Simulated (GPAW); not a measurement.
# Sb (Fm-3m) in GPAW: further runs

Aim: see how the results for Sb move with the level of theory and the settings. Levels: PBE, LDA. Tasks: single point.

All numbers are computed with GPAW 26.7.0; they aren't measurements. Logs are shortened: lines on timing, memory, paths and dates and some standing lists are left out, and cuts for length are marked. The log counts tension as positive stress, the text compression.

## 1. The structure

Symmetry: Fm-3m, No. 225, cubic system. Conventional cell: a = 4.742 Å, b = 4.742 Å, c = 4.742 Å, α = 90.00°, β = 90.00°, γ = 90.00°. Sb (site symmetry m-3m) has 12 Sb at 3.35 Å as nearest neighbours.

This isn't the form of Sb at room conditions, which is rhombohedral.

## 2. Single point, PBE

run.py reads:

```python
from ase import Atoms
from ase.dft.bandgap import bandgap
from ase.io import write
from ase.units import Bohr, GPa
from gpaw import GPAW, PW
from gpaw.elf import elf_from_dft_calculation

atoms = Atoms(['Sb'],
              cell=[[0.0, 2.3712425216, 2.3712425216],
                    [2.3712425216, 0.0, 2.3712425216],
                    [2.3712425216, 2.3712425216, 0.0]],
              scaled_positions=[[0.0, 0.0, 0.0]],
              pbc=True)

calc = GPAW(mode=PW(600),
            xc='PBE',
            kpts={'size': (10, 10, 10), 'gamma': True},
            occupations={'name': 'methfessel-paxton', 'order': 0, 'width': 0.1},
            nbands=15,
            convergence={'density': 1e-05, 'energy': 1e-05},
            maxiter=150,
            txt='gpaw.txt')
atoms.calc = calc
energy = atoms.get_potential_energy()
forces = atoms.get_forces()
stress = atoms.get_stress()
calc.write('gs.gpw')
write('result.traj', atoms)
print(f'Energy: {energy:.6f} eV')
print('Forces (eV/A):')
print(forces.round(4))
print('Stress (GPa):', (stress / GPa).round(3))
print('Fermi level:', round(calc.get_fermi_level(), 4), 'eV')
print(f'Gap: {bandgap(calc)[0]:.4f} eV, direct: {bandgap(calc, direct=True)[0]:.4f} eV')

# fields on the real-space grid
write('density.cube', atoms, data=calc.get_pseudo_density() * Bohr**3)
write('potential.cube', atoms, data=calc.get_electrostatic_potential())
write('elf.cube', atoms, data=elf_from_dft_calculation(calc).data)
```

Potentials or basis: GPAW PAW data sets (gpaw-data 1.2.1), pw.

Launch:

```
$ OMP_NUM_THREADS=1 python run.py
```

gpaw.txt:

```text
__  _  _
 | _ |_)|_||  |
 |__||  | ||/\| - 26.7.0

Input parameters:
  mode=PW(ecut=600.0),
  convergence={'density': 1e-05, 'energy': 1e-05},
  kpts=MonkhorstPack(size=(10, 10, 10), gamma=True),
  maxiter=150,
  nbands=15,
  occupations=Occupations(name='methfessel-paxton', order=0, width=0.1),
  xc=XC(name='PBE')

Diagonalizing LCAO Hamiltonian
Converting LCAO to pw mode

       Sb

Atoms  # Å, Bohr magnetons
|   | symbol |        x |        y |        z |    initial magnetic moments |
|---|--------|----------|----------|----------|-----------------------------|
| 0 |     Sb | 0.000000 | 0.000000 | 0.000000 | ( 0.0000,  0.0000,  0.0000) |

Unit cell  # Å
| periodic |        x |        y |        z |  lengths |    angles |
|----------|----------|----------|----------|----------|-----------|
|      yes | 0.000000 | 2.371243 | 2.371243 | 3.353443 | 60.000000 |
|      yes | 2.371243 | 0.000000 | 2.371243 | 3.353443 | 60.000000 |
|      yes | 2.371243 | 2.371243 | 0.000000 | 3.353443 | 60.000000 |

Number of symmetries: 48
[... 51 lines left out ...]

BZ-sampling:
  Number of BZ points: 1000
  Number of IBZ points: 47

  Monkhorst-Pack size: [10, 10, 10]
  Monkhorst-Pack shift: [0.05, 0.05, 0.05]

K-points  # in reciprocal-cell coordinates
|     |                                coordinates |     weight |
|-----|--------------------------------------------|------------|
|   0 | (  0.00000000,   0.00000000,   0.00000000) | 0.00100000 |
|   1 | (  0.10000000,   0.10000000,   0.00000000) | 0.00600000 |
|   2 | (  0.10000000,   0.10000000,   0.10000000) | 0.00800000 |
|   3 | (  0.20000000,   0.10000000,   0.10000000) | 0.01200000 |
|   4 | (  0.20000000,   0.20000000,   0.00000000) | 0.00600000 |
|   5 | (  0.20000000,   0.20000000,   0.10000000) | 0.02400000 |
|   6 | (  0.20000000,   0.20000000,   0.20000000) | 0.00800000 |
|   7 | (  0.30000000,   0.20000000,   0.10000000) | 0.02400000 |
|   8 | (  0.30000000,   0.20000000,   0.20000000) | 0.02400000 |
|   9 | (  0.30000000,   0.30000000,   0.00000000) | 0.00600000 |
| ... |                                            |            |
|  46 | (  0.50000000,   0.50000000,   0.50000000) | 0.00400000 |

Plane wave coefficients: 908
Cutoff: 600.0 eV

Spin-components: 1 (collinear spins)
Bands:           15
Projectors:      6
Spin-degeneracy: 2
Datatype:        complex128

Parallelization:
  kpt:    1
  domain: 1
  band:   1

Density:
  Valence electrons: 15.0
  Components: 1
  Grid points: [20 20 20]
  Charge: 0.0  # |e|

Potential:
  Grid points: [20 20 20]

species:
  Sb:
    name:    Antimony
    Z:       51.0
    valence: 15
    core:    36
    charge:  0.0  # [|e|]
    compensation charges:
      type: gauss
      rc: 0.36  # [Å]
      lmax: 2
    cutoffs:
      filter: 2.23  # [Å]
      core: 2.23  # [Å]
    projectors
    | kind |    occ | energy [eV] | rcut [Å] |
    |------|--------|-------------|----------|
    |   5s |  2.000 |     -12.815 |    1.154 |
    |   5p |  3.000 |      -4.830 |    1.233 |
    |   4d | 10.000 |     -33.514 |    1.196 |
    |    s |        |      14.396 |    1.154 |
    |    p |        |      22.381 |    1.233 |
    |    d |        |      -6.303 |    1.196 |

    Using partial waves for Sb as LCAO basis

Reference energy: -176281.558248  # eV

eigensolver:
  PPCG
  Converge bands: occupied
  niter=2

density mixing:
  MSR1-Mixer
  Pratt-step length: 0.05
  Maximum mixing coefficient: 0.75
  Old densities: 10
  SVD Regularization: 0.005
  Good broyden scale: 1.0
  Trust region scale: 1.0
  Backstep threshold: 4.0
  History deletion threshold: 6.0
  Fourier metric: weight=20.0, sigma=0.015

occupation numbers:
  Methfessel-Paxton:
    width: 0.1000  # eV
    order: 0

poisson solver:
  ecut: 4800.0  # eV

xc functional:
  name: PBE with 2 nearest neighbor stencil

convergence criteria:
- Maximum integral of absolute [dens]ity change: 1e-05 electrons / valence electron
- Maximum [total energy] change in last 3 cyles: 1e-05 eV / valence electron
- Maximum integral of absolute [eigenst]ate change: 4e-08 eV^2 / valence electron
maximum number of iterations: 150

SCF iterations
|iter     | |      energy | eigst |  dens |
|---------|-|-------------|-------|-------|
|iter:   1| |   -4.085712 | +0.24 |       |
|iter:   2| |   -4.087480 | -2.27 | -1.85 |
|iter:   3| |   -4.082236 | -2.67 | -1.87 |
|iter:   4| |   -4.082490 | -4.10 | -2.54 |
|iter:   5| |   -4.082543 | -5.20 | -3.03 |
|iter:   6| |   -4.082546c| -6.06 | -3.75 |
|iter:   7| |   -4.082546c| -7.52c| -4.77 |
|iter:   8| |   -4.082546c| -7.74c| -5.18c|

Converged in 8 steps
Energy contributions relative to reference atoms: (reference = -176281.558248)

Energy contributions:
  Kinetic:           0.358330
  Coulomb:          -0.665872
  Zero:              0.174944
  External:          0.000000
  Xc:               -3.947632
  Entropy:          -0.004633
  Spinorbit:         0.000000
  ----------------------------
  Free energy:      -4.084863
  Extrapolated:     -4.082546

dipole moment: (-17.155781, -17.155781, -17.155781)  # |e|*Ang

Fermi level: 8.232
Eigenvalues  # (at kpt = [0.000, 0.000, 0.000])
| band index |      eig [eV] | occ [0-2] |
|------------|---------------|-----------|
|          0 |       -21.079 |     2.000 |
|          1 |       -21.079 |     2.000 |
|          2 |       -21.079 |     2.000 |
|          3 |       -21.041 |     2.000 |
|          4 |       -21.041 |     2.000 |
|          5 |        -4.720 |     2.000 |
|          6 |        13.642 |     0.000 |
|          7 |        13.642 |     0.000 |
|          8 |        13.642 |     0.000 |
|          9 |        18.568 |     0.000 |
|         10 |        18.796 |     0.000 |
|         11 |        18.796 |     0.000 |
|         12 |        18.796 |     0.000 |
|         13 |        20.364 |     0.000 |
|         14 |        23.645 |     0.000 |

No gap
No difference between direct/indirect transitions

Forces  # eV/Ang
|       x |       y |       z |
|---------|---------|---------|
| 0.00000 | 0.00000 | 0.00000 |  # Sb   0

Stress tensor  # eV/Ang^3
|         x |         y |         z |
|-----------|-----------|-----------|
| -0.009663 | -0.000000 | -0.000000 |
| -0.000000 | -0.009663 | -0.000000 |
| -0.000000 | -0.000000 | -0.009663 |

# Writing to gs.gpw (mode='')
```

Run time: 8.3 s. Hardware: 1 thread of Intel Xeon Platinum 8488C (Sapphire Rapids), shared host; peak memory 0.14 GiB.

What came out:

| Item | Value |
| --- | --- |
| Free energy | -4.0849 eV |
| Pressure | 1.5 GPa |
| Band gap on the k mesh | none (metal or under the smearing width) |

## 3. Single point, LDA

run.py reads:

```python
from ase.dft.bandgap import bandgap
from ase.io import read, write
from ase.units import GPa
from gpaw import GPAW, PW

atoms = read('Sb.xyz')

calc = GPAW(mode=PW(600),
            xc='LDA',
            kpts={'size': (10, 10, 10), 'gamma': True},
            occupations={'name': 'methfessel-paxton', 'order': 0, 'width': 0.02},
            nbands=15,
            convergence={'density': 1e-05, 'energy': 1e-05},
            maxiter=150,
            txt='gpaw.txt')
atoms.calc = calc
energy = atoms.get_potential_energy()
forces = atoms.get_forces()
stress = atoms.get_stress()
calc.write('gs.gpw')
write('result.traj', atoms)
print(f'Energy: {energy:.6f} eV')
print('Forces (eV/A):')
print(forces.round(4))
print('Stress (GPa):', (stress / GPa).round(3))
print('Fermi level:', round(calc.get_fermi_level(), 4), 'eV')
print(f'Gap: {bandgap(calc)[0]:.4f} eV, direct: {bandgap(calc, direct=True)[0]:.4f} eV')
```

Sb.xyz reads:

```xyz
1
Lattice="0.0000000000 2.3712425216 2.3712425216 2.3712425216 0.0000000000 2.3712425216 2.3712425216 2.3712425216 0.0000000000" Properties=species:S:1:pos:R:3 pbc="T T T"
Sb     0.0000000000      0.0000000000      0.0000000000
```

Potentials or basis: the program's PAW data sets (release 1.2.1) made for this functional, pw.

Launch:

```
$ OMP_NUM_THREADS=1 python run.py
```

It took 6.9 s on 1 thread of Intel Xeon Platinum 8488C (Sapphire Rapids), shared host; peak memory 0.14 GiB.

The run converged. Its results:

- Free energy: -4.8120 eV
- Pressure: -2.5 GPa
- Band gap on the k mesh: none (metal or under the smearing width)

Levels at points of the mesh, in eV from the Fermi level:
```tsv
k point	band 4	band 5	band 6	band 7	band 8	band 9	band 10	band 11
(0.00, 0.00, 0.00)	-29.07	-29.07	-12.95	5.34	5.34	5.34	10.49	10.70
(0.50, 0.50, 0.00)	-29.02	-29.02	-7.58	-4.88	0.42	0.42	4.33	4.87
(0.50, 0.50, 0.50)	-29.03	-29.03	-9.19	-5.77	3.66	3.66	8.54	9.67
```

Spin-orbit coupling is left out, which matters for the levels of Sb.

## 4. Single point, PBE

run.py, as its differences from that of step 3:

```diff
@@ -5,8 +5,8 @@
 
-atoms = read('Sb.xyz')
+atoms = read('POSCAR')
 
 calc = GPAW(mode=PW(600),
-            xc='LDA',
+            xc='PBE',
             kpts={'size': (10, 10, 10), 'gamma': True},
-            occupations={'name': 'methfessel-paxton', 'order': 0, 'width': 0.02},
+            occupations={'name': 'methfessel-paxton', 'order': 0, 'width': 0.05},
             nbands=15,
```

POSCAR reads:

```
Sb
1.0
    0.0000000000      2.3712425216      2.3712425216
    2.3712425216      0.0000000000      2.3712425216
    2.3712425216      2.3712425216      0.0000000000
Sb
1
Direct
    0.0000000000      0.0000000000      0.0000000000
```

Potentials or basis: GPAW PAW data sets (gpaw-data 1.2.1), pw.

Launch:

```
$ OMP_NUM_THREADS=1 python run.py
```

Wall time 7.1 s (1 thread of Intel Xeon Platinum 8488C (Sapphire Rapids), shared host); peak memory 0.14 GiB.

It converged, with:

| Item | Value |
| --- | --- |
| Free energy | -4.0830 eV |
| Pressure | 1.6 GPa |
| Band gap on the k mesh | none (metal or under the smearing width) |

Levels at points of the mesh, in eV from the Fermi level:
| k point | band 5 | band 6 | band 7 | band 8 | band 9 | band 10 |
| --- | --- | --- | --- | --- | --- | --- |
| (0.00, 0.00, 0.00) | -29.26 | -12.94 | 5.42 | 5.42 | 5.42 | 10.35 |
| (0.50, 0.50, 0.00) | -29.20 | -7.47 | -4.93 | 0.42 | 0.42 | 4.24 |
| (0.50, 0.50, 0.50) | -29.22 | -9.12 | -5.83 | 3.71 | 3.71 | 8.48 |

The run has no spin-orbit coupling, so splittings on Sb are missing.

## 5. Overview

```csv
level,potentials or basis,smearing,gap on the mesh (eV),pressure (GPa)
PBE,"GPAW PAW data sets (gpaw-data 1.2.1), pw",gaussian 0.1 eV,none,1.5
LDA,"the program's PAW data sets (release 1.2.1) made for this functional, pw",gaussian 0.02 eV,none,-2.5
PBE,"GPAW PAW data sets (gpaw-data 1.2.1), pw",gaussian 0.05 eV,none,1.6
```

Alike in all rows: task single point; no spin polarisation; cell as given; k mesh 10 × 10 × 10; cutoff (eV) 600.

Total energies depend on the potentials used, so only differences within one code and one set of settings carry meaning.
